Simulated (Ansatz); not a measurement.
The system is Ti2C.

```
Ti C
1.0
     1.54070    0.88952    4.81377
    -1.54070    0.88952    4.81377
     0.00000   -1.77905    4.81377
Ti C
2 1
Direct
  0.75450 0.75450 0.75450
  0.24550 0.24550 0.24550
  0.50000 0.50000 0.50000
```

The cell comes from a database or a generator and needn't be the stable form of this composition.

Base run:

```yaml
Program: Ansatz 0.2.0
Functional: r2SCAN
Potentials_or_basis: Ansatz PAW
Cutoff: 500 eV
Density_cutoff: 2000 eV
k_mesh: 10 × 10 × 10
Occupations: fermi-dirac, width 0.05 eV
Spin: no spin polarisation
```

Its results: band gap on the k mesh none (metal or under the smearing width); pressure -0.4 GPa; largest force 0.071 eV/Å.

Question: The run is repeated on the same cell with these changes: functional from r2SCAN to PBEsol; cutoff from 500 eV to 420 eV; density cutoff from 2000 eV to 1680 eV. What comes out?

Answer: Band gap on the k mesh none (metal or under the smearing width); pressure -4.6 GPa; largest force 0.188 eV/Å.

Caveats: the PAW data sets come from PBE, with cores solved anew for the run's functional, which leaves a small shift of forces and pressure.

Not every run made on this cell is shown here.
